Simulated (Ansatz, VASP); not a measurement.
**Two plane-wave programs on AlP2**

```
Al P
1.0
     0.00000    4.22422    4.37142
     2.44806    0.00000    4.37142
     2.44806    4.22422    0.00000
Al P
2 4
Direct
  0.75000 0.75000 0.75000
  0.50000 0.50000 0.50000
  0.08300 0.41700 0.08300
  0.41700 0.08300 0.41700
  0.16700 0.83300 0.16700
  0.83300 0.16700 0.83300
```

Alike in both runs: task relaxation of cell and atoms; functional PBE; k mesh 4 × 4 × 4; occupations gaussian, width 0.1 eV; no spin polarisation.

```csv
,VASP,Ansatz
version,VASP 6.6.1,Ansatz 0.2.0
potentials or method,"VASP PAW PBE potentials, release 64 (Al, P)","scalar-relativistic, plane waves, PAW"
plane-wave cutoff (eV),600,420
valence electrons in the cell,26,26
```

```csv
,VASP,Ansatz,Ansatz less VASP
"gap on the k mesh at the Fermi level, each at its own relaxed structure (eV)",none,none,-
relaxed volume (Å³/atom),15.71,15.67,-0.037
relaxed cell length with the largest relative difference (Å),6.004,6.027,+0.0224
energy change over the relaxation (meV/atom),-183,-180,+2.8
```

A gap of «none» marks a metal or a gap that the smearing closes.

Caveats: the k mesh is coarse (spacing up to 0.41 Å⁻¹), so the values aren't converged.
